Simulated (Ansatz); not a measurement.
## Relaxing HgTe

Computed with DFT PBE, scalar-relativistic, plane waves, PAW in Ansatz 0.2.0.

The start is a database structure of HgTe, space group F-43m (No. 216).

The final relaxation ran on this input, with the default PAW datasets:

```yaml
crystal:
  lattice:
    - [0.0, 3.2899842045, 3.2899842045]
    - [3.2899842045, 0.0, 3.2899842045]
    - [3.2899842045, 3.2899842045, 0.0]
  atoms:
    - { symbol: Hg, position: [0.0, 0.0, 0.0] }
    - { symbol: Te, position: [0.25, 0.25, 0.25] }
basis:
  ecutwfc: 420
kpoints:
  mp_grid: { grid: [14, 14, 14] }
hamiltonian:
  xc: pbe
scf:
  occupations: { method: gaussian, width: 0.1 }
output:
  forces: true
  stress: true
  eigenvalues: true
  write_density: true
  write_potential: true
  elf: true
  volumetric_format: npy
relax:
  adjacent_minimum: "off"
  f_tol: 0.01
  max_steps: 80
  cell: { stress_tol: 0.05 }
```

Launched as:

```bash
ansatz run input.yaml --threads 1 --pin off --max-ram 2560MiB --backend cpu --events-out ev --progress --plain --runs-dir out
```

Time: 65 s on 1 thread of Arm Neoverse V2, with other jobs on the host, peak memory 0.47 GiB.

The program printed at the end:

```
SCF converged after 7 iterations
Free energy (F): -20793.749787 eV
Harris-Foulkes:  -20793.749787 eV  (|F-HF|=8.73e-11)
Internal energy: -20793.749672 eV  (E = F + TS)
E sigma→0 (E₀):  -20793.749730 eV
Entropy (-TS):   -0.000115 eV (-0.058 meV/atom)
Fermi energy:    7.489749 eV
--- Per-component energies (eV) ---
  E_band       = -807.349915
  E_kinetic    = 782.743817
  E_local      = -4989.008513  (includes V_loc(G=0)·N_el)
  E_nonlocal   = -237.677382
  E_hartree    = 2411.440989
  E_xc         = -343.854213
  E_vxc        = -365.253793  (∫ρ·V_xc dr)
  E_paw        = -14606.747635  (= ΣΔE_a)
  E_vpaw       = -821.036617  (= ΣTr[D̂ρ^β])
  E_aug_tail   = 0.000732  (compensation charges beyond the density's cutoff)
  E_ewald      = -3810.647466
  E_smearing   = -0.000115  (= −TS)
  E_closure    = 0.000000  (closes the sum)
  Σ components = -20793.749787   (vs F -20793.749787, Δ=0.00e0)
--- Forces (eV/Å), atoms counted from 1 ---
  atom   1  Hg     0.00000000     0.00000000     0.00000000
  atom   2  Te     0.00000000     0.00000000     0.00000000
  max |Σ_I F_I| component: 6.30e-17 eV/Å
--- Stress (GPa, compression-positive) ---
       -0.027724       0.000000       0.000000
        0.000000      -0.027724       0.000000
        0.000000       0.000000      -0.027724
  P = ⅓ Tr σ = -0.0277 GPa (-0.277 kbar)
--- Relaxed structure (3 steps of the walk, 3 accepted, 1 SCFs on fresh bases) ---
  F+E_penalty+E_count = -20793.74978733 eV   max|allowed force component| = 4.481e-17 eV/Å   (the final SCF, on the basis selected at the relaxed cell)
  cell:  # Å, volume = 73.5992 Å³
    - [0.000000, 3.326196, 3.326196]
    - [3.326196, 0.000000, 3.326196]
    - [3.326196, 3.326196, 0.000000]
  atoms:
    - { symbol: Hg, position: [0.000000, 0.000000, 0.000000] }
    - { symbol: Te, position: [0.25, 0.25, 0.25] }
```

Total energies depend on the potentials used, so only differences within one code and one set of settings carry meaning.

The result has space group F-43m (No. 216). Hg has 4 Te at 2.88 Å; Te is coordinated by 4 Hg at 2.88 Å.

Against the elements it lies at -0.17 eV/atom. Energies over the elements count from the elements' standard structures at the same level, with no empirical corrections.

For metals, differences of a few meV/atom aren't resolved. Spin–orbit coupling is left out.

A structure relaxed within its symmetry needn't be a true minimum.